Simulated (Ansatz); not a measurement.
Guessed and relaxed cells of Be

The cell of Be is invented: random cell by space group and Wyckoff sites (Pmmn, No. 59). Lengths were set from tabulated atomic sizes, so they are only a guess.

start:

Space group Pmmn:1 (No. 59). a = 2.228 Å, b = 2.510 Å, c = 3.070 Å, α = 90.00°, β = 90.00°, γ = 90.00°
| atom | site | symmetry | x | y | z |
| --- | --- | --- | --- | --- | --- |
| Be | 2a | mm2 | 0.0000 | 0.0000 | 0.0670 |

Method: DFT PBE, scalar-relativistic, plane waves, PAW in Ansatz. Cutoff 420 eV, Gaussian smearing, Γ-centred meshes. Cell and atoms relax first on a coarse mesh and then on a finer one. In between, the cell is made exact in the group found at 0.06 Å. In metals the finer mesh still leaves noise of several meV/atom or more. The steps can't lower the symmetry of their start. No spin polarisation.

end:

Space group Fm-3m (No. 225). a = 3.158 Å, b = 3.158 Å, c = 3.158 Å, α = 90.00°, β = 90.00°, γ = 90.00°
```csv
atom,site,symmetry,x,y,z
Be,4b,m-3m,0.5000,0.0000,0.0000
```

The symmetry goes from Pmmn (No. 59) to Fm-3m (No. 225), and the primitive cell from 2 to 1 atom. The end has the fcc type. The volume per atom shrinks by 8.3 %, from 8.6 to 7.9 Å³. The shortest distance goes from 1.73 Å (Be–Be) to 2.23 Å (Be–Be). The energy falls by about 1.4 eV/atom (the start's value is from the coarse mesh). The end is written in a standard setting, so origin, axes and order of atoms can differ from the start's.

```json
{"Volume per atom": "7.87 Å³", "Density": "1.90 g/cm³", "Energy over the standard state": "+0.08 eV/atom", "Gap on the 32×32×32 mesh of the 1-atom cell": "0 eV (a metal)"}
```

Energies count from the standard state of Be at the same level. It lies above the standard state, so it could only be metastable.

The last run used Gaussian smearing of 0.10 eV. A later test with randomly moved atoms came back to the same energy, though modes that don't fit the test's cell weren't probed. In all, the 3 runs took 2.3 min on 1 thread of Intel(R) Xeon(R) 6975P-C (Granite Rapids) (shared host).
